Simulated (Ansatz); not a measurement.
# ZrO2, a database entry at a rescaled volume

```
Zr O
1.0
     0.00000    2.56432    2.56432
     2.56432    0.00000    2.56432
     2.56432    2.56432    0.00000
Zr O
1 2
Cartesian
  0.0000 0.0000 0.0000
  1.2822 1.2822 1.2822
  3.8465 3.8465 3.8465
```

The numbers come from plane-wave PAW DFT (Ansatz): r2SCAN, no spin polarisation, 500 eV, 10×10×10 Γ-centred k points, fermi-dirac occupations (width 0.0279 eV). Nothing was relaxed.

Q: What is the formation energy?

A: -3.69 eV an atom against the elements' usual phases (free molecules for gases, crystals otherwise, with no correction for O₂ or N₂), so it is bound against them; other compounds may still compete. Relaxing would lower it.

Q: Which orbitals make up the band edges?

A: Within 0.7 eV of the edges, the states project mainly on O p (96 %) below the gap and on Zr d (92 %) above it.

Q: What does the stress say?

A: The pressure is -5.7 GPa (compression positive), so with the atoms held at these fractions the cell would first shrink.

Q: What do density and ELF say about some of the short contacts?

A: Zr–O at 2.22 Å: least valence density 0.50 e/Å³ and ELF 0.21 there. O–O at 2.56 Å: least valence density 0.19 e/Å³ and ELF 0.08 there, a closed-shell (ionic or weak) contact. These are pseudo-fields; inside the PAW spheres they differ from the all-electron ones.

Q: Which element gives electrons and which takes them?

A: Bader charges in e: Zr +2.72, O -1.36. In the mean Zr gives up most and O takes most.

Q: What is the band gap?

A: The gap is 3.81 eV, indirect (the least direct gap found is 4.20 eV). A semilocal functional usually gives too small a gap.

Origin: a database entry at a rescaled volume.

Run time, from a saved density: 31 s on 1 thread of Arm Neoverse N1 (shared host), peak memory 0.43 GiB. The time holds forces, stress, Bader, DOS, bands, ELF.
